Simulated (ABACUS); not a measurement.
# ZnSe (Stilleite) (F-43m) in ABACUS: settings compared, part 2 of 2

ABACUS 3.10.1. The steps go on from the part before.

### 3 Single point, TM

File INPUT:

```
INPUT_PARAMETERS
suffix              ZnSe
calculation         scf
basis_type          pw
pseudo_dir          ./
symmetry            1
dft_functional      MGGA_X_TM+MGGA_C_TM
ecutwfc             101
pseudo_rcut         10
nspin               1
nbands              23
ks_solver           dav
smearing_method     fd
smearing_sigma      0.00367493
scf_thr             1e-08
scf_nmax            100
mixing_type         broyden
mixing_beta         0.7
cal_force           1
cal_stress          1
mixing_tau          1
out_chg             1
out_pot             2
out_elf             1
```

File STRU:

```
ATOMIC_SPECIES
Se 78.9710 Se_ONCV_PBE-1.2.upf
Zn 65.3800 Zn_ONCV_PBE-1.2.upf

LATTICE_CONSTANT
7.5732633804

LATTICE_VECTORS
0.0000000000 0.7071067812 0.7071067812
0.7071067812 0.0000000000 0.7071067812
0.7071067812 0.7071067812 0.0000000000

ATOMIC_POSITIONS
Cartesian

Se
0.0
1
1.0606601718 1.0606601718 1.0606601718 1 1 1

Zn
0.0
1
0.0000000000 0.0000000000 0.0000000000 1 1 1
```

File KPT:

```
K_POINTS
0
Gamma
5 5 5 0 0 0
```

Potentials or basis: SG15 ONCV 1.2 PBE, plane waves.

On the command line:

```
$ OMP_NUM_THREADS=1 mpirun -np 4 abacus > log
```

running log:

```text
ABACUS v3.10.1

               Atomic-orbital Based Ab-initio Computation at UStc

 ------------------------------------------------------------------------------------

 READING GENERAL INFORMATION
                           global_out_dir = OUT.ZnSe/
                           global_in_card = INPUT
                               pseudo_dir = ./
                              orbital_dir =
                                    DSIZE = 4
                                    GSIZE = 1

 READING UNITCELL INFORMATION
                                    ntype = 2
                  lattice constant (Bohr) = 7.57326
              lattice constant (Angstrom) = 4.0076

 READING ATOM TYPE 1
                               atom label = Se
                      L=0, number of zeta = 1
                      L=1, number of zeta = 1
                      L=2, number of zeta = 1
             number of atom for this type = 1

 READING ATOM TYPE 2
                               atom label = Zn
                      L=0, number of zeta = 1
                      L=1, number of zeta = 1
                      L=2, number of zeta = 1
             number of atom for this type = 1

                        TOTAL ATOM NUMBER = 2
CARTESIAN COORDINATES ( UNIT =       7.573263380400 Bohr ).
    atom                   x                   y                   z     mag                  vx                  vy                  vz
tauc_Se1            1.0606601718        1.0606601718        1.0606601718  0.0000        0.0000000000        0.0000000000        0.0000000000
tauc_Zn1            0.0000000000        0.0000000000        0.0000000000  0.0000        0.0000000000        0.0000000000        0.0000000000

                          Volume (Bohr^3) = 307.138
                             Volume (A^3) = 45.5132

 Lattice vectors: (Cartesian coordinate: in unit of a_0)
                   +0           +0.707107           +0.707107
            +0.707107                  +0           +0.707107
            +0.707107           +0.707107                  +0
 Reciprocal vectors: (Cartesian coordinate: in unit of 2 pi/a_0)
            -0.707107           +0.707107           +0.707107
            +0.707107           -0.707107           +0.707107
            +0.707107           +0.707107           -0.707107
 The esolver type has been set to : ksdft_pw

                PAO radial cut off (Bohr) = 10

 Read in pseudopotential file is Se_ONCV_PBE-1.2.upf
                     pseudopotential type = NC
          exchange-correlation functional = PBE
                 nonlocal core correction = 0
                        valence electrons = 6
                                     lmax = 2
                           number of zeta = 0
                     number of projectors = 6
                           L of projector = 0
                           L of projector = 0
                           L of projector = 1
                           L of projector = 1
                           L of projector = 2
                           L of projector = 2
 XC functional updated to : MGGA_X_TM+MGGA_C_TM
          exchange-correlation functional = MGGA_X_TM+MGGA_C_TM
                PAO radial cut off (Bohr) = 10

 Read in pseudopotential file is Zn_ONCV_PBE-1.2.upf
                     pseudopotential type = NC
          exchange-correlation functional = PBE
                 nonlocal core correction = 0
                        valence electrons = 20
                                     lmax = 2
                           number of zeta = 0
                     number of projectors = 6
                           L of projector = 0
                           L of projector = 0
                           L of projector = 1
                           L of projector = 1
                           L of projector = 2
                           L of projector = 2
 XC functional updated to : MGGA_X_TM+MGGA_C_TM
          exchange-correlation functional = MGGA_X_TM+MGGA_C_TM
     initial pseudo atomic orbital number = 0

 SETUP THE ELECTRONS NUMBER
            electron number of element Se = 6
      total electron number of element Se = 6
            electron number of element Zn = 20
      total electron number of element Zn = 20
            AUTOSET number of electrons:  = 26
                           occupied bands = 13
                                   NBANDS = 23
[... 107 lines left out ...]
       5  0.40000000  0.40000000  0.20000000  0.1920       7
       6 -0.40000000  0.40000000  0.40000000  0.1920       8
       7  0.40000000  0.20000000  0.20000000  0.0960       9
       8  0.40000000  0.40000000  0.00000000  0.0480      12
       9 -0.20000000  0.40000000  0.40000000  0.0960      13
      10 -0.40000000  0.40000000  0.20000000  0.1920      38

                               nkstot now = 10
[... K-POINTS DIRECT COORDINATES: 10 rows ...]

           k-point number in this process = 10
       minimum distributed K point number = 10
[... stars of the k points ...]

[... K-POINTS CARTESIAN COORDINATES: 10 rows ...]

[... K-POINTS DIRECT COORDINATES: 10 rows ...]

 SETUP PLANE WAVES FOR WAVE FUNCTIONS
     energy cutoff for wavefunc (unit:Ry) = 101
              fft grid for wave functions = [ 50, 50, 50 ]
                    number of plane waves = 6615
                         number of sticks = 463

 PARALLEL PW FOR WAVE FUNCTIONS
     PROC   COLUMNS(POT)             PW
        1            116           1655
        2            115           1653
        3            116           1654
        4            116           1653
 --------------- sum -------------------
        4            463           6615

 SETUP NONLOCAL PSEUDOPOTENTIALS IN PLANE WAVE BASIS
 Se non-local projectors:
 projector 1 L=0
 projector 2 L=0
 projector 3 L=1
 projector 4 L=1
 projector 5 L=2
 projector 6 L=2
 Zn non-local projectors:
 projector 1 L=0
 projector 2 L=0
 projector 3 L=1
 projector 4 L=1
 projector 5 L=2
 projector 6 L=2
      TOTAL NUMBER OF NONLOCAL PROJECTORS = 36

 Init Non-Local PseudoPotential table :
 Init Non-Local-Pseudopotential done.

                                     npwx = 1315

 -------------------------------------------
 SELF-CONSISTENT
 -------------------------------------------
                                 init_chg = atomic

 PW ALGORITHM --------------- ION=   1  ELEC=   1--------------------------------
 Notice: Threshold on eigenvalues was too large.
 hsover_error=0.26 > DRHO=0.0920996
 Origin diag ethr = 0.01
 New diag ethr = 0.000354229

 Density error is 0.0905024074712
                          Error Threshold = 0.000354229226945
----------------------------------------------------------
     Energy           Rydberg                 eV
----------------------------------------------------------
 E_KohnSham     -418.8057488665      -5698.1445397415
 E_Harris       -423.9294141384      -5767.8555820846
 E_Fermi        0.5550786494         7.5522324704
----------------------------------------------------------
[... 75 lines left out ...]
 Density error is 8.1773783315e-10
                          Error Threshold = 1.67618971879e-10
----------------------------------------------------------
     Energy           Rydberg                 eV
----------------------------------------------------------
 E_KohnSham     -418.8982480534      -5699.4030557436
 E_KS(sigma->0) -418.8982480527      -5699.4030557347
 E_Harris       -418.8978297751      -5699.3973647752
 E_band         -47.8665885176       -651.2583476613
 E_one_elec     -353.3267450050      -4807.2569878617
 E_Hartree      179.2133265987       2438.3223992779
 E_xc           -40.1703419701       -546.5455414014
 E_Ewald        -204.6144876757      -2783.9229257408
 E_entropy(-TS) -0.0000000013        -0.0000000177
 E_descf        0.0000000000         0.0000000000
 E_exx          0.0000000000         0.0000000000
 E_Fermi        0.5681879032         7.7305930176
----------------------------------------------------------

 charge density convergence is achieved
 final etot is -5699.4030557 eV
 EFERMI = 7.7305930176 eV
The vacuum level is 10.417425478 eV

 STATE ENERGY(eV) AND OCCUPATIONS    NSPIN == 1
 1/10 kpoint (Cartesian) = 0.0000 0.0000 0.0000 (1304 pws)
       1       -118.490      0.0160000
       2       -72.8008      0.0160000
       3       -72.8008      0.0160000
       4       -72.8008      0.0160000
       5       -6.33864      0.0160000
       6       0.408890      0.0160000
[... 140 lines left out ...]
      22        23.9643        0.00000
      23        24.5582        0.00000

[... levels at 4 further k points ...]

------------------------------------------------------------------------------------------
 TOTAL-FORCE (eV/Angstrom)
------------------------------------------------------------------------------------------
                       Se1         0.0000000000         0.0000000000         0.0000000000
                       Zn1         0.0000000000         0.0000000000         0.0000000000
------------------------------------------------------------------------------------------

----------------------------------------------------------------
 TOTAL-STRESS (KBAR)
----------------------------------------------------------------
        -2.2297119936         0.0000000000         0.0000000000
        -0.0000000000        -2.2297119936         0.0000000000
         0.0000000000        -0.0000000000        -2.2297119936
----------------------------------------------------------------
 TOTAL-PRESSURE: -2.229712 KBAR

 --------------------------------------------
 !FINAL_ETOT_IS -5699.4030557435517039 eV
 --------------------------------------------
```

Wall time 16 s (4 MPI ranks of AMD EPYC 9R45 (Zen 5), shared host); peak memory 0.28 GiB.

What came out:

- Free energy: -5699.4031 eV
- Pressure: -0.2 GPa
- Band gap on the k mesh: 1.47 eV, direct

Levels at points of the mesh, in eV from the valence-band top:
```
           k point  band 9  band 10  band 11  band 12  band 13  band 14  band 15  band 16  band 17  band 18
(0.00, 0.00, 0.00)   -6.20    -6.20     0.00     0.00     0.00     1.47     5.98     5.98     5.98     9.64
```

Caveat: the potentials were made for another functional, which shifts forces and pressure.

### 4 Relaxation of cell and atoms, TM

Changes to INPUT since step 3:

```diff
@@ -2,3 +2,3 @@
 suffix              ZnSe
-calculation         scf
+calculation         cell-relax
 basis_type          pw
@@ -10,3 +10,3 @@
 nspin               1
-nbands              23
+nbands              17
 ks_solver           dav
@@ -21,4 +21,7 @@
 mixing_tau          1
-out_chg             1
-out_pot             2
-out_elf             1
+relax_nmax          60
+force_thr_ev        0.01
+relax_method        cg
+out_stru            1
+stress_thr          1
+kpar                4
```

STRU is that of step 3.

KPT is that of step 3.

On the command line:

```
$ OMP_NUM_THREADS=1 mpirun -np 4 abacus > log
```

Run time: 28 s. Hardware: 4 MPI ranks of AMD EPYC 9R45 (Zen 5), shared host; peak memory 0.52 GiB.

The run converged. Its results:

| Item | Value |
| --- | --- |
| Free energy | -5699.4032 eV |
| Relaxed volume | 22.68 Å³/atom |
| Relaxed cell | a = 4.003 Å, b = 4.003 Å, c = 4.003 Å, α = 60.00°, β = 60.00°, γ = 60.00° |
| Space group after relaxing (to 0.05 Å) | F-43m (No. 216) |
| Energy gained by relaxing | 0.1 meV/atom |
| Ionic steps | 3 |
| Pressure after relaxing | 0.0 GPa |
| Band gap on the k mesh | 1.49 eV, direct |

Step by step:
| step | energy change (eV) | largest force (eV/Å) | pressure (GPa) | volume (Å³) |
| --- | --- | --- | --- | --- |
| 1 | 0.0000 | 0.0000 | -0.23 | 45.51 |
| 2 | -0.0001 | 0.0000 | 0.12 | 45.29 |
| 3 | -0.0001 | 0.0000 | 0.00 | 45.35 |

Final structure:
```cif
data_structure
_symmetry_space_group_name_H-M 'P 1'
_symmetry_Int_Tables_number 1
_cell_length_a 4.0029
_cell_length_b 4.0029
_cell_length_c 4.0029
_cell_angle_alpha 60.000
_cell_angle_beta 60.000
_cell_angle_gamma 60.000
_cell_volume 45.35
loop_
_atom_site_label
_atom_site_type_symbol
_atom_site_fract_x
_atom_site_fract_y
_atom_site_fract_z
_atom_site_occupancy
Se1 Se 0.75000 0.75000 0.75000 1
Zn1 Zn 0.00000 0.00000 0.00000 1
```

Levels at points of the mesh, in eV from the valence-band top:
```
           k point  band 9  band 10  band 11  band 12  band 13  band 14  band 15  band 16  band 17
(0.00, 0.00, 0.00)   -6.21    -6.21     0.00     0.00     0.00     1.49     5.97     5.97     5.97
```

Caveat: the potentials were made for another functional, which shifts forces and pressure.

### 5 Overview

```tsv
task	level	potentials or basis	cell	k mesh	cutoff (eV)	radial cutoff of the potentials (pseudo_rcut)	max steps of the relaxation	force threshold	optimiser	stress threshold	gap on the mesh (eV)	pressure (GPa)	relaxed volume (Å³/atom)
relaxation of cell and atoms	revPBE	Ansatz NC PBE, plane waves	relaxed	6 × 6 × 6	1184	7 bohr	60	0.01 eV/Å	cg	1 kbar	1.16	0.0	24.37
single point	TM	SG15 ONCV 1.2 PBE, plane waves	as given	5 × 5 × 5	1374	10 bohr	-	-	-	-	1.47	-0.2	-
relaxation of cell and atoms	TM	SG15 ONCV 1.2 PBE, plane waves	relaxed	5 × 5 × 5	1374	10 bohr	60	0.01 eV/Å	cg	1 kbar	1.49	0.0	22.68
```

Alike in all rows: no spin polarisation; smearing fermi-dirac 0.05 eV.

Caveats: the potentials were made for another functional, which shifts forces and pressure.

Absolute energies hang on the potentials; compare differences alone.

### 6 Against experiment

Step 3. Against the measured gap of ZnSe, 2.695 eV (an exciton energy, a little under the gap; 300 K; “Alloy Disordering Effects on the Thermal Conductivity and Energy Gap Temperature Dependence of Cd1−xZnxSe Ternary Crystals Grown by the Bridgman Method”, 2023, pmc:10253836), the calculated 1.47 eV is off by -1.22 eV. Spin-orbit coupling on Se is left out. The value is that of TM, without temperature or zero-point motion.
